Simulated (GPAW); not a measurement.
A run of GPAW 26.7.0 is set up as follows.

Contents of run.py:

```python
from ase import Atoms
from ase.calculators.mixing import SumCalculator
from ase.filters import FrechetCellFilter
from ase.io import write
from ase.optimize import BFGS
from dftd4.ase import DFTD4
from gpaw import GPAW, PW

atoms = Atoms(['Ga'],
              cell=[[2.71648, 0.0, 0.0],
                    [0.0, 2.71648, 0.0],
                    [0.0, 0.0, 2.71648]],
              scaled_positions=[[0.0, 0.0, 0.0]],
              pbc=True)

calc = GPAW(mode=PW(600),
            xc='RPBE',
            kpts={'size': (10, 10, 10), 'gamma': True},
            occupations={'name': 'fermi-dirac', 'width': 0.05},
            nbands=7,
            convergence={'density': 1e-05, 'forces': 0.0001},
            maxiter=150,
            txt='gpaw.txt')
atoms.calc = SumCalculator([calc, DFTD4(method='rpbe')])
opt = BFGS(FrechetCellFilter(atoms), trajectory='relax.traj', logfile='-')
done = opt.run(fmax=0.02, steps=60)
calc.write('gs.gpw')
write('result.traj', atoms)
print('Converged:', done)
print('Cell:', atoms.cell.cellpar().round(4))
print('Volume:', round(atoms.get_volume(), 4))
print(atoms.get_scaled_positions().round(5))
```

Potentials or basis: the program's PAW data sets (release 1.2.1) made for this functional, pw.

Command:

```console
$ OMP_NUM_THREADS=1 python run.py
```

Question: What does it give for the space group after relaxing (to 0.05 Å)?

Answer: Pm-3m (No. 221).

Question: Predict the relaxed volume.

Answer: 18.43 Å³/atom.

Step by step:
| step | energy change (eV) | largest force (eV/Å) | pressure (GPa) | volume (Å³) |
| --- | --- | --- | --- | --- |
| 1 | 0.0000 | 0.0000 | -4.39 | 20.05 |
| 2 | -0.0119 | 0.0000 | -3.51 | 19.58 |
| 3 | -0.0237 | 0.0000 | 1.76 | 18.00 |
| 4 | -0.0259 | 0.0000 | -0.19 | 18.48 |
| 5 | -0.0260 | 0.0000 | -0.01 | 18.43 |

Caveat: later steps reuse the first step's grids; pairwise dispersion overbinds metals, which lowers pressure and volume.
